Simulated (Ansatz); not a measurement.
**SnO2: Electric field gradients**

The cell is a Materials Project structure (computed, not necessarily an observed phase), atoms as given.

```cif
data_structure
_symmetry_space_group_name_H-M 'P 1'
_symmetry_Int_Tables_number 1
_cell_length_a 5.8197
_cell_length_b 5.8197
_cell_length_c 5.8197
_cell_angle_alpha 112.130
_cell_angle_beta 108.153
_cell_angle_gamma 108.164
_cell_volume 151.49
loop_
_atom_site_label
_atom_site_type_symbol
_atom_site_fract_x
_atom_site_fract_y
_atom_site_fract_z
_atom_site_occupancy
Sn1 Sn 0.99640 0.24640 0.75000 1
Sn2 Sn 0.00360 0.75360 0.25000 1
Sn3 Sn 0.50000 0.50000 0.50000 1
Sn4 Sn 0.50000 0.00000 0.00000 1
O5 O 0.19350 0.19623 0.50272 1
O6 O 0.69756 0.75406 0.94351 1
O7 O 0.19350 0.69078 0.99728 1
O8 O 0.31056 0.75406 0.55649 1
O9 O 0.68944 0.24594 0.44350 1
O10 O 0.30244 0.24594 0.05649 1
O11 O 0.80650 0.30922 0.00272 1
O12 O 0.80650 0.80377 0.49728 1
```

Atom numbers follow the list; atoms alike are taken as one site, whose name carries the number of the first.

Method: Kohn–Sham DFT in Ansatz, r2SCAN, plane waves and PAW, scalar-relativistic, 500 eV cutoff, Γ-centred 5×5×5 k-points, Fermi–Dirac smearing 0.02 eV.

Conventions: |V_zz| ≥ |V_yy| ≥ |V_xx|, η = (V_xx − V_yy)/V_zz, C_Q = eQV_zz/h.

17O: I = 5/2, Q = -25.58 mb. Q values from Pyykkö, Mol. Phys. 116, 1328 (2018).

**Question.** Which values are expected at the nuclei?

**Answer.** 

```tsv
site	atoms (order as listed)	first shell	V_zz (10²¹ V/m²)	η	C_Q (MHz)
Sn1	1, 2	6 O at 2.09–2.10 Å	4.98	0.96	–
Sn3	3, 4	6 O at 2.09 Å	4.96	0.96	–
O	5, 6, 7, 8, 9, 10, …	3 Sn at 2.09–2.10 Å	-11.05	0.11	6.83
```

At O V_zz stands upright on the plane through its three neighbours (within 1°).

Sn has no stable isotope with a ground-state quadrupole moment in the table, so no C_Q is given.

At this cell the r2SCAN pressure is -8 GPa, so with r2SCAN the cell would shrink if it were relaxed. The entry's cell may itself be off. Without spin–orbit coupling (the program notes it for Sn) the gradients are little affected as a rule: paired runs on crystals with a gap mostly move them by under 2 % at such atoms. With these PAW files V_zz is typically within 2 to 3 % of all-electron values, but misses above 10 % occur on Sn. Where η is near 1 the sign of V_zz means little.

Hardware: 1 thread of Arm Neoverse V2 (aarch64; 8 cores open to the job, memory cap 2.5 GiB, no GPU), a shared host with a load of 0.8 a core. Wall time 40 s, CPU time 40 s, peak memory 0.9 GiB.
